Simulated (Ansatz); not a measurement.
Start from InN in the zinc blende structure (space group F-43m, No. 216; a = 5.000 Å). Axes: x, y, z lie along the cube axes.

Computed with Ansatz (an electronic-structure program) r2SCAN, scalar-relativistic without spin-orbit coupling, earlier PAW set.

Strains are applied to the cell and any free atomic positions relax; under biaxial strain the out-of-plane vector relaxes too.

One change was made to it. Results:

The shortest interatomic distance decreases by 0.7 pm, from 216.5 pm to 215.8 pm; the energy goes up by 2.8 meV/atom; the pressure (mean of the normal stresses, compression positive) goes from zero to 1.4 GPa.

Question: Name the change that was made.
A) tensor shear ε_xy = +1.30 %
B) biaxial strain −4.18 %, plane normal [001], relaxed out of plane
C) uniaxial strain ε_xx = −5.62 %
D) biaxial strain −1.43 %, plane normal [001], relaxed out of plane

Answer: D, biaxial strain −1.43 %, plane normal [001], relaxed out of plane. For comparison, the pressure in the other runs: biaxial strain −4.18 %, plane normal [001], relaxed out of plane gives 4.5 GPa; tensor shear ε_xy = +1.30 % gives 0.0 GPa; uniaxial strain ε_xx = −5.62 % gives 8.9 GPa.

A case with no gap was solved on a k-mesh chosen for an insulator, which is coarse for it. Stability against distortions was not tested. The final runs are not spin-polarised. Gaps under 0.05 eV, about the width of the smearing, are given as zero. This is not the structure that InN has at room temperature and ambient pressure.
